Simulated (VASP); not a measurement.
Wanted: the native input for a VASP 6.6.1 run.

```yaml
Task: relaxation of cell and atoms
Functional: PBE
Potentials_or_basis: VASP PAW PBE potentials, release 64 (In_d, P)
Cutoff: 600 eV
k_mesh: 8 × 8 × 8
Occupations: gaussian, width 0.03 eV
Spin: no spin polarisation
Further_INCAR_settings: ALGO = Normal; EDIFF = 1e-06; IBRION = 2; EDIFFG = -0.01; NSW = 90; ISIF = 3
```

The structure of InP lies in POSCAR:

```
InP
1.0
    0.0000000000      2.9305000000      2.9305000000
    2.9305000000      0.0000000000      2.9305000000
    2.9305000000      2.9305000000      0.0000000000
In P
1 1
Direct
    0.0000000000      0.0000000000      0.0000000000
    0.2500000000      0.2500000000      0.2500000000
```

One way to write it, as run:

INCAR

```
ALGO = Normal
EDIFF = 1E-6
EDIFFG = -0.01
ENCUT = 600
GGA = PE
IBRION = 2
ISIF = 3
ISMEAR = 0
LASPH = T
LCHARG = F
LREAL = F
LWAVE = F
NELM = 80
NSW = 90
PREC = Accurate
SIGMA = 0.03
```

KPOINTS

```
k-points
0
Gamma
  8 8 8
```

Potentials or basis: VASP PAW PBE potentials, release 64 (In_d, P).

The run is started by

```console
$ cat potpaw_PBE.64/In_d/POTCAR potpaw_PBE.64/P/POTCAR > POTCAR
$ mpirun -np 1 vasp_std > vasp.out
```

It gave:

| Quantity | Value |
| --- | --- |
| Relaxed volume | 26.44 Å³/atom |
| Relaxed cell | a = 4.213 Å, b = 4.213 Å, c = 4.213 Å, α = 60.00°, β = 60.00°, γ = 60.00° |
| Space group after relaxing (to 0.05 Å) | F-43m (No. 216) |
| Energy gained by relaxing | 12.5 meV/atom |
| Ionic steps | 3 |
| Pressure after relaxing | 0.0 GPa |
| Band gap on the k mesh | 0.44 eV, direct |

Caveat: spin-orbit coupling is left out, which moves the levels of the heavy elements.

It took 55 s on 1 thread of Intel(R) Xeon(R) Platinum 8488C (Sapphire Rapids), with other jobs on the host, peak memory 0.22 GiB.
